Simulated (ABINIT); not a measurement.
# Al (Fm-3m) in ABINIT: notebook, part 2 of 2

ABINIT 10.8.3 (patched build).

## 4. Equation of state, rPW86PBE

Contents of run.abi:

```
# Datasets: one volume each
ndtset 7
getwfk -1
scalecart1 3*0.9795861087
scalecart2 3*0.9864848297
scalecart3 3*0.9932883884
scalecart4 3*1.0000000000
scalecart5 3*1.0066227096
scalecart6 3*1.0131594038
scalecart7 3*1.0196128224

# Pseudopotentials
pp_dirpath "./"
pseudos "Al.upf"

# Structure
acell 2.8635066922 2.8635066922 2.8635066922 Angstrom
rprim
     0.0000000000     0.7071067812     0.7071067812
     0.7071067812     0.0000000000     0.7071067812
     0.7071067812     0.7071067812     0.0000000000
ntypat 1
znucl 13
natom 1
typat 1
xred
     0.0000000000     0.0000000000     0.0000000000

# Plane-wave basis
ecut 544.227725 eV

# k points
kptopt 1
ngkpt 11 11 11
nshiftk 1
shiftk 0.0 0.0 0.0

# Exchange and correlation
ixc -144130

# Bands and occupations
nband 6
occopt 3
tsmear 0.00183747

# SCF cycle
nstep 100
tolvrs 1.0e-10

# Output
iomode 3
prtwf 1
prtden 0
prteig 0
prtebands 0
enunit 1
```

Potentials or basis: PseudoDojo NC SR PBE v0.4.1 standard.

Run with:

```
$ abinit run.abi > log 2>&1
```

It took 18 s on 1 thread of Arm Neoverse V2, shared host; peak memory 0.11 GiB.

The run converged. Its results:

```yaml
Equilibrium_volume: 16.61 Å³/atom
Bulk_modulus: 76 GPa
Pressure_derivative_of_the_bulk_modulus: 4.6
```

Energy against volume, from the lowest point:
```
volume (Å³/atom)  energy (meV/atom)
          15.607              16.14
          15.939               6.97
          16.271               1.72
          16.603               0.00
          16.935               1.43
          17.267               5.68
          17.599              12.43
```

Caveat: pressures at fixed basis lie under the slope of the energies; the potentials were made for another functional, which shifts forces and pressure.

## 5. Band structure, r2SCAN

Contents of run.abi:

```
# Datasets: ground state, then fixed potential
ndtset 2

# Pseudopotentials
pp_dirpath "./"
pseudos "Al.hgh"

# Structure
acell 5.4112434042 5.4112434042 5.4112434042
rprim
     0.0000000000     0.7071067812     0.7071067812
     0.7071067812     0.0000000000     0.7071067812
     0.7071067812     0.7071067812     0.0000000000
ntypat 1
znucl 13
natom 1
typat 1
xred
     0.0000000000     0.0000000000     0.0000000000

# Plane-wave basis
ecut 22.0

# Exchange and correlation
ixc -497498
usekden 1

# Bands and occupations
occopt 3
tsmear 0.05 eV

# SCF cycle
nstep 100

# Output
iomode 3
prtwf 0
prteig 0
prtebands 0
enunit 2
prtden1 1
prtkden1 1
prtvha1 1
prtvclmb1 1
prtpot1 1
prtelf1 1

# Dataset 1
kptopt1 1
ngkpt1 11 11 11
nshiftk1 1
shiftk1 0.0 0.0 0.0
nband1 6
tolvrs1 1.0e-9

# Dataset 2: bands along G-X-W-K-G-L-U-W-L-K
iscf2 -2
getden2 1
getkden2 1
nband2 10
nbdbuf2 2
tolwfr2 1.0e-12
kptopt2 -9
ndivsm2 8
prteig2 1
prtvol2 -3
kptbounds2
     0.0000000000     0.0000000000     0.0000000000
     0.5000000000     0.0000000000     0.5000000000
     0.5000000000     0.2500000000     0.7500000000
     0.3750000000     0.3750000000     0.7500000000
     0.0000000000     0.0000000000     0.0000000000
     0.5000000000     0.5000000000     0.5000000000
     0.6250000000     0.2500000000     0.6250000000
     0.5000000000     0.2500000000     0.7500000000
     0.5000000000     0.5000000000     0.5000000000
     0.3750000000     0.3750000000     0.7500000000
```

Potentials or basis: HGH LDA.

Run with:

```
$ abinit run.abi > log 2>&1
```

run.abo:

```text
.Version 10.8.3 of ABINIT
 DATASET    1 : space group Fm -3 m (#225); Bravais cF (face-center cubic)
================================================================================
 Values of the parameters that define the memory need for DATASET  1.
     intxc =       0    ionmov =       0      iscf =       7    lmnmax =       3
     lnmax =       3     mgfft =      24  mpssoang =       2    mqgrid =    3001
     natom =       1  nloc_mem =       1    nspden =       1   nspinor =       1
    nsppol =       1      nsym =      48    n1xccc =       0    ntypat =       1
    occopt =       3   xclevel =       2
       mpw =         564          nfft =       13824          nkpt =          56
================================================================================
================================================================================

 DATASET    2 : space group Fm -3 m (#225); Bravais cF (face-center cubic)
================================================================================
 Values of the parameters that define the memory need for DATASET  2.
     intxc =       0    ionmov =       0      iscf =      -2    lmnmax =       3
     lnmax =       3     mgfft =      24  mpssoang =       2    mqgrid =    3001
     natom =       1  nloc_mem =       1    nspden =       1   nspinor =       1
    nsppol =       1      nsym =      48    n1xccc =       0    ntypat =       1
    occopt =       3   xclevel =       2
       mpw =         568          nfft =       13824          nkpt =         139
================================================================================
================================================================================

--------------------------------------------------------------------------------
------------- Echo of variables that govern the present computation ------------
--------------------------------------------------------------------------------
 -outvars: echo values of preprocessed input variables --------
            acell      5.4112434042E+00  5.4112434042E+00  5.4112434042E+00 Bohr
              amu      2.69815390E+01
             ecut      2.20000000E+01 Hartree
           enunit           2
           getden1          0
           getden2          1
          getkden1          0
          getkden2          1
             iscf1          7
             iscf2         -2
              ixc     -497498
[... 1404 lines left out ...]
   0.25136    0.26194    0.41081    0.63304    0.70474    1.04610    1.11628    1.20230
   1.24355    1.36707
 kpt# 137, nband= 10, wtk=  1.00000, kpt=  0.3929  0.3929  0.7143 (reduced coord)
   0.26530    0.27533    0.38019    0.62458    0.69541    1.01971    1.15013    1.22403
   1.23651    1.37565
 kpt# 138, nband= 10, wtk=  1.00000, kpt=  0.3839  0.3839  0.7321 (reduced coord)
   0.27849    0.28870    0.35394    0.61730    0.68724    0.99330    1.18337    1.23165
   1.24399    1.38233
 kpt# 139, nband= 10, wtk=  1.00000, kpt=  0.3750  0.3750  0.7500 (reduced coord)
   0.28234    0.30317    0.33957    0.61120    0.68024    0.96738    1.20873    1.23608
   1.26035    1.39077
 Eigenvalues (   eV  ) for nkpt= 139  k points:
 kpt#   1, nband= 10, wtk=  1.00000, kpt=  0.0000  0.0000  0.0000 (reduced coord)
  -2.21013   23.45633   23.45633   23.45633   24.34966   24.34966   24.34966   27.41930
  30.74436   30.74436
 kpt#   2, nband= 10, wtk=  1.00000, kpt=  0.0217  0.0000  0.0217 (reduced coord)
  -2.19192   23.07957   23.07957   23.30150   24.30478   24.75205   24.75205   27.61055
  30.46946   30.76127
 kpt#   3, nband= 10, wtk=  1.00000, kpt=  0.0435  0.0000  0.0435 (reduced coord)
  -2.13728   22.47277   22.47277   22.90512   24.17441   25.43538   25.43538   28.11621
  29.72997   30.81196
 kpt#   4, nband= 10, wtk=  1.00000, kpt=  0.0652  0.0000  0.0652 (reduced coord)
  -2.04626   21.85562   21.85562   22.38190   23.96918   26.17837   26.17837   28.71531
  28.82142   30.89635
 kpt#   5, nband= 10, wtk=  1.00000, kpt=  0.0870  0.0000  0.0870 (reduced coord)
  -1.91890   21.25681   21.25681   21.80807   23.70424   26.95111   26.95111   27.57094
  29.65015   31.01428
 kpt#   6, nband= 10, wtk=  1.00000, kpt=  0.1087  0.0000  0.1087 (reduced coord)
  -1.75527   20.68314   20.68314   21.22269   23.39479   26.37482   27.74370   27.74370
[... 386 lines left out ...]
   6.48289    6.77892   12.07216   17.48836   19.46092   29.14567   29.46665   32.13428
  34.06343   36.63206
 kpt# 136, nband= 10, wtk=  1.00000, kpt=  0.4018  0.4018  0.6964 (reduced coord)
   6.83982    7.12776   11.17869   17.22595   19.17683   28.46578   30.37565   32.71614
  33.83874   37.19974
 kpt# 137, nband= 10, wtk=  1.00000, kpt=  0.3929  0.3929  0.7143 (reduced coord)
   7.21909    7.49198   10.34553   16.99577   18.92316   27.74779   31.29653   33.30759
  33.64702   37.43323
 kpt# 138, nband= 10, wtk=  1.00000, kpt=  0.3839  0.3839  0.7321 (reduced coord)
   7.57821    7.85598    9.63119   16.79758   18.70087   27.02900   32.20109   33.51496
  33.85076   37.61504
 kpt# 139, nband= 10, wtk=  1.00000, kpt=  0.3750  0.3750  0.7500 (reduced coord)
   7.68287    8.24959    9.24004   16.63154   18.51028   26.32376   32.89134   33.63538
  34.29577   37.84473

== END DATASET(S) ==============================================================
================================================================================

 -outvars: echo values of variables after computation  --------
            acell      5.4112434042E+00  5.4112434042E+00  5.4112434042E+00 Bohr
           etotal1    -2.0978782129E+00
            fcart1    -0.0000000000E+00 -0.0000000000E+00 -0.0000000000E+00
            rprim      0.0000000000E+00  7.0710678120E-01  7.0710678120E-01
                       7.0710678120E-01  0.0000000000E+00  7.0710678120E-01
                       7.0710678120E-01  7.0710678120E-01  0.0000000000E+00
           strten1     1.9101052041E-04  1.9101052041E-04  1.9101052041E-04
                       0.0000000000E+00  0.0000000000E+00  0.0000000000E+00
 Calculation completed.
```

Wall time 39 s (1 thread of Arm Neoverse V2, shared host); peak memory 0.11 GiB.

Results:

| Item | Value |
| --- | --- |
| Free energy | -57.0862 eV |
| Pressure | -5.6 GPa |
| Band gap on the k mesh | none (metal or under the smearing width) |
| Valence electrons inside the program's atomic spheres | Al 0.88 (radii [1.0584] Å) |

Levels at the corners of the path, in eV from the Fermi level:
```
point  band 1  band 2  band 3  band 4  band 5
    Γ  -11.93   13.74   13.74   13.74   14.63
    X   -3.16   -1.74    5.84    5.86    5.86
    W   -0.91   -0.91    0.18    1.05   16.97
    K   -2.03   -1.47   -0.48    6.91    8.79
    Γ  -11.93   13.74   13.74   13.74   14.63
    L   -4.97   -4.69   11.90   11.90   12.45
    U   -2.03   -1.47   -0.48    6.91    8.79
    W   -0.91   -0.91    0.18    1.05   16.97
    L   -4.97   -4.69   11.90   11.90   12.45
    K   -2.03   -1.47   -0.48    6.91    8.79
```

Caveat: the potentials were made for another functional, which shifts forces and pressure; HGH potentials are hard and often keep d shells in the core, so these values are rough.

## 6. Equation of state, PBEsol

Contents of run.abi:

```
ndtset 7
getwfk -1
scalecart1 3*0.9795861087
scalecart2 3*0.9864848297
scalecart3 3*0.9932883884
scalecart4 3*1.0000000000
scalecart5 3*1.0066227096
scalecart6 3*1.0131594038
scalecart7 3*1.0196128224

pp_dirpath "./"
pseudos "Al.upf"

acell 2.8635066922 2.8635066922 2.8635066922 Angstrom
rprim
     0.0000000000     0.7071067812     0.7071067812
     0.7071067812     0.0000000000     0.7071067812
     0.7071067812     0.7071067812     0.0000000000
ntypat 1
znucl 13
natom 1
typat 1
xred
     0.0000000000     0.0000000000     0.0000000000

ecut 20.0

kptopt 1
ngkpt 11 11 11
nshiftk 1
shiftk 0.0 0.0 0.0

ixc -116133

nband 6
occopt 3
tsmear 0.00183747

nstep 100
tolvrs 1.0e-10

iomode 3
prtwf 1
prtden 0
prteig 0
prtebands 0
```

Potentials or basis: PseudoDojo NC SR PBEsol v0.4 stringent.

Run with:

```
$ abinit run.abi > log 2>&1
```

run.abo:

```text
.Version 10.8.3 of ABINIT
 DATASET    1 : space group Fm -3 m (#225); Bravais cF (face-center cubic)
================================================================================
 Values of the parameters that define the memory need for DATASET  1.
     intxc =       0    ionmov =       0      iscf =       7    lmnmax =       6
     lnmax =       6     mgfft =      24  mpssoang =       3    mqgrid =    3001
     natom =       1  nloc_mem =       1    nspden =       1   nspinor =       1
    nsppol =       1      nsym =      48    n1xccc =    2501    ntypat =       1
    occopt =       3   xclevel =       2
       mpw =         462          nfft =       13824          nkpt =          56
================================================================================
================================================================================
[... 61 lines left out ...]
 DATASET    7 : space group Fm -3 m (#225); Bravais cF (face-center cubic)
================================================================================
 Values of the parameters that define the memory need for DATASET  7.
     intxc =       0    ionmov =       0      iscf =       7    lmnmax =       6
     lnmax =       6     mgfft =      24  mpssoang =       3    mqgrid =    3001
     natom =       1  nloc_mem =       1    nspden =       1   nspinor =       1
    nsppol =       1      nsym =      48    n1xccc =    2501    ntypat =       1
    occopt =       3   xclevel =       2
       mpw =         532          nfft =       13824          nkpt =          56
================================================================================
================================================================================

--------------------------------------------------------------------------------
------------- Echo of variables that govern the present computation ------------
--------------------------------------------------------------------------------
 -outvars: echo values of preprocessed input variables --------
            acell      5.4112434080E+00  5.4112434080E+00  5.4112434080E+00 Bohr
              amu      2.69815390E+01
             ecut      2.00000000E+01 Hartree
           getwfk          -1
                       outvar_i_n : Printing only first  50 k-points.
[... 93 lines left out ...]
  e.g. ecut=   25.290235 Hartrees makes boxcut=2

--- Pseudopotential description ------------------------------------------------
- pspini: atom type   1  psp file is ./Al.upf
12 -116133 2 -1 1876                          pspcod,pspxc,lmax,lloc,mmax
     nproj     2     2     2

   2.05527854E+00                                ecore*ucvol(ha*bohr**3)
--------------------------------------------------------------------------------

================================================================================

--- !BeginCycle
iteration_state: {dtset: 1, }
solver: {iscf: 7, nstep: 100, nline: 4, wfoptalg: 0, }
tolerances: {tolvrs: 1.00E-10, }
...
[... 929 lines left out ...]
-Cartesian components of stress tensor (GPa)         [Pressure= -5.8682E+00 GPa]
- sigma(1 1)=  5.86816549E+00  sigma(3 2)=  0.00000000E+00
- sigma(2 2)=  5.86816549E+00  sigma(3 1)=  0.00000000E+00
- sigma(3 3)=  5.86816549E+00  sigma(2 1)=  0.00000000E+00

== END DATASET(S) ==============================================================
================================================================================

 -outvars: echo values of variables after computation  --------
            acell      5.4112434080E+00  5.4112434080E+00  5.4112434080E+00 Bohr
           etotal1    -2.3202587567E+00
           etotal2    -2.3204313766E+00
           etotal3    -2.3204618192E+00
           etotal4    -2.3203645482E+00
           etotal5    -2.3201530036E+00
           etotal6    -2.3198393594E+00
           etotal7    -2.3194349114E+00
            fcart1    -0.0000000000E+00 -0.0000000000E+00 -0.0000000000E+00
            fcart2    -0.0000000000E+00 -0.0000000000E+00 -0.0000000000E+00
            fcart3    -0.0000000000E+00 -0.0000000000E+00 -0.0000000000E+00
            fcart4    -0.0000000000E+00 -0.0000000000E+00 -0.0000000000E+00
            fcart5    -0.0000000000E+00 -0.0000000000E+00 -0.0000000000E+00
            fcart6    -0.0000000000E+00 -0.0000000000E+00 -0.0000000000E+00
            fcart7    -0.0000000000E+00 -0.0000000000E+00 -0.0000000000E+00
            rprim1     0.0000000000E+00  6.9267198023E-01  6.9267198023E-01
                       6.9267198023E-01  0.0000000000E+00  6.9267198023E-01
                       6.9267198023E-01  6.9267198023E-01  0.0000000000E+00
[... 17 lines left out ...]
                       7.2097514092E-01  7.2097514092E-01  0.0000000000E+00
           strten1    -1.1069814478E-04 -1.1069814478E-04 -1.1069814478E-04
                       0.0000000000E+00  0.0000000000E+00  0.0000000000E+00
           strten2    -4.3770326925E-05 -4.3770326925E-05 -4.3770326925E-05
                       0.0000000000E+00  0.0000000000E+00  0.0000000000E+00
           strten3     1.6300874050E-05  1.6300874050E-05  1.6300874050E-05
                       0.0000000000E+00  0.0000000000E+00  0.0000000000E+00
           strten4     7.0133040577E-05  7.0133040577E-05  7.0133040577E-05
                       0.0000000000E+00  0.0000000000E+00  0.0000000000E+00
           strten5     1.1827212526E-04  1.1827212526E-04  1.1827212526E-04
                       0.0000000000E+00  0.0000000000E+00  0.0000000000E+00
           strten6     1.6123593412E-04  1.6123593412E-04  1.6123593412E-04
                       0.0000000000E+00  0.0000000000E+00  0.0000000000E+00
           strten7     1.9945489111E-04  1.9945489111E-04  1.9945489111E-04
                       0.0000000000E+00  0.0000000000E+00  0.0000000000E+00
 Calculation completed.
```

Wall time 16 s (1 thread of Arm Neoverse V2, shared host); peak memory 0.11 GiB.

Results:

```yaml
Equilibrium_volume: 16.18 Å³/atom
Bulk_modulus: 84 GPa
Pressure_derivative_of_the_bulk_modulus: 4.5
```

Energy against volume, from the lowest point:
| volume (Å³/atom) | energy (meV/atom) |
| --- | --- |
| 15.607 | 5.53 |
| 15.939 | 0.83 |
| 16.271 | 0.00 |
| 16.603 | 2.65 |
| 16.935 | 8.40 |
| 17.267 | 16.94 |
| 17.599 | 27.94 |

Caveat: pressures at fixed basis lie under the slope of the energies.

## 7. For comparison

An earlier run on the cell as given: functional PBE; potentials or basis JTH PAW PBE v2.0; cutoff 544 eV; k mesh 11 × 11 × 11; occupations fermi-dirac, width 0.05 eV; no spin polarisation.

* Pressure: -0.6 GPa
* Band gap on the k mesh: none (metal or under the smearing width)
* Valence electrons inside the program's atomic spheres: Al 0.73 (radii [1.0074] Å)

## 8. Summary

```csv
task,level,potentials or basis,cutoff (eV),fine-grid cutoff,gap on the mesh (eV),pressure (GPa),V0 of scaled cells (Å³/atom),B0 (GPa)
band structure,OLYP,PseudoDojo NC SR PBE v0.4.1 standard,544,-,none,-3.8,-,-
band structure,rSCAN,SG15 NC PBE v1.2,980,-,none,-1.7,-,-
equation of state,rPW86PBE,PseudoDojo NC SR PBE v0.4.1 standard,544,-,-,-,16.61,76
equation of state,PBEsol,PseudoDojo NC SR PBEsol v0.4 stringent,544,-,-,-,16.18,84
single point,PBE,JTH PAW PBE v2.0,544,1088.46 eV,none,-0.6,-,-
```

Alike in all rows: no spin polarisation; cell as given; k mesh 11 × 11 × 11; smearing fermi-dirac 0.05 eV.

Caveats: the potentials were made for another functional, which shifts forces and pressure (some runs); pressures at fixed basis lie under the slope of the energies (some runs).

Total energies depend on the potentials used, so only differences within one code and one set of settings carry meaning.

## 9. Against experiment

Step 4. Measured bulk modulus of Al: 76.9 GPa (quoted in “The interpretation of polycrystalline coherent inelastic neutron scattering from aluminium”, 2013, pmc:3831299). This calculation gives 76 GPa (-1.6 %). The fit is for a static lattice scaled at fixed shape and fixed fractional positions.

Step 6. A measured bulk modulus of Al is 76.9 GPa (quoted in “The interpretation of polycrystalline coherent inelastic neutron scattering from aluminium”, 2013, pmc:3831299); the calculated 84 GPa misses it by +9.3 %. The fit is for a static lattice scaled at fixed shape and fixed fractional positions. The cell as given is a measured one (16.60 Å³/atom); PBEsol puts the equilibrium volume -2.6 % from it, thermal expansion not counted.
